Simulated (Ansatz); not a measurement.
Space group P6_422 (No. 181). a = 4.761 Å, b = 4.761 Å, c = 6.556 Å, α = 90.00°, β = 90.00°, γ = 120.00°
```
atom site symmetry x y z
  Ta    3c       222  0.5000  0.0000  0.0000
  Si    6i       ..2  0.1593  0.3186  0.0000
```

Equation of state of this TaSi2 structure (not necessarily the ground state), with shape and atoms relaxed at each volume where symmetry leaves them free. It has no gap at any of these volumes. Level of theory: Ansatz, DFT PBEsol, scalar-relativistic, plane waves, PAW.

Plane waves to 420 eV, a k mesh through Γ of 12×12×6 on the computed 9-atom cell and Gaussian smearing (0.10 eV); no spin polarisation.

```json
{"V (Å³/atom)": "12.584", "E − E(largest V) (meV/atom)": "83.32", "P (GPa)": "32.76"}
{"V (Å³/atom)": "13.013", "E − E(largest V) (meV/atom)": "9.64", "P (GPa)": "22.52"}
{"V (Å³/atom)": "13.442", "E − E(largest V) (meV/atom)": "-38.70", "P (GPa)": "13.79"}
{"V (Å³/atom)": "13.871", "E − E(largest V) (meV/atom)": "-65.40", "P (GPa)": "6.34"}
{"V (Å³/atom)": "14.300", "E − E(largest V) (meV/atom)": "-73.64", "P (GPa)": "-0.01"}
{"V (Å³/atom)": "14.729", "E − E(largest V) (meV/atom)": "-66.15", "P (GPa)": "-5.43"}
{"V (Å³/atom)": "15.158", "E − E(largest V) (meV/atom)": "-45.25", "P (GPa)": "-10.03"}
{"V (Å³/atom)": "15.730", "E − E(largest V) (meV/atom)": "0.00", "P (GPa)": "-15.10"}
```

Q: Fit a third-order Birch–Murnaghan equation to E(V).

A: V0 = 14.30 Å³/atom, B0 = 195 GPa, B0' = 4.3.

Spin-orbit coupling is left out, which matters for the bands of heavy elements.